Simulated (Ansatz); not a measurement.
(111) slab cut from the bulk of SnSe, 15 Å of vacuum:

```xyz
9
Lattice="4.2041 0.0000 0.0000 -2.1021 3.6409 0.0000 0.0000 0.0000 28.7306" Properties=species:S:1:pos:R:3 pbc="T T T"
Se    0.0000    2.4272    7.5000
Sn    2.1021    1.2136    9.2163
Se    0.0000    0.0000   10.9326
Sn    0.0000    2.4272   12.6490
Se    2.1021    1.2136   14.3653
Sn    0.0000    0.0000   16.0816
Se    0.0000    2.4272   17.7979
Sn    2.1021    1.2136   19.5142
Se    0.0000    0.0000   21.2306
```

Computed with DFT PBEsol, scalar-relativistic, plane waves, PAW (Ansatz). Settings: cutoff 420 eV, Γ-centred mesh 9×9×1 on the computed 9-atom cell, Gaussian smearing of 0.05 eV; no spin polarisation. The cell repeats along c with a dipole correction in the vacuum.

This base run converges in 9 iterations with a largest force of 1.934 eV/Å and a work function of 5.88 eV on the top face.

One setting at a time is then changed, some of them on purpose to poor values; changes count from the base run, energies are extrapolated to zero smearing, atoms stay where they are, and risky runs are capped at 50 to 100 iterations. The slab isn't stoichiometric (Sn4Se5).

Task: What does each change do? vacuum of 7 Å; isolated along c; no preconditioner, β = 0.7; cutoff 700 eV; field of 0.1 V/Å along c; field of 1.5 V/Å along c; occupations methfessel-paxton 0.2 eV; cutoff 550 eV; cutoff 360 eV.

Result:
```csv
change,outcome,SCF iterations,ΔE (meV/atom),Δφ top (eV),largest force (eV/Å),largest change of a force (eV/Å)
vacuum of 7 Å,converged with warnings,9,0.0,-0.03,1.934,0.001
isolated along c,converged with warnings,9,0.0,0.00,1.934,0.000
"no preconditioner, β = 0.7",converged,12,0.0,0.00,1.934,0.000
cutoff 700 eV,converged,9,-0.9,0.00,1.934,0.001
field of 0.1 V/Å along c,converged,10,-0.7,,1.944,0.011
field of 1.5 V/Å along c,converged with warnings,15,-167.0,,2.084,0.254
occupations methfessel-paxton 0.2 eV,converged,8,-0.1,-0.02,1.915,0.018
cutoff 550 eV,converged,9,-0.7,0.00,1.934,0.001
cutoff 360 eV,converged with warnings,9,+1.0,0.00,1.934,0.001
```

In some of the runs (vacuum 7, field 1.5) charge leaks into the vacuum, so their work functions can be off.

The reference crystal is the rock-salt form of SnSe, which isn't its usual structure.

Cost: 10 runs of about 17 core-minutes in all, on Intel Xeon Processor @ 2.50GHz (Skylake/Cascade Lake) (shared hosts).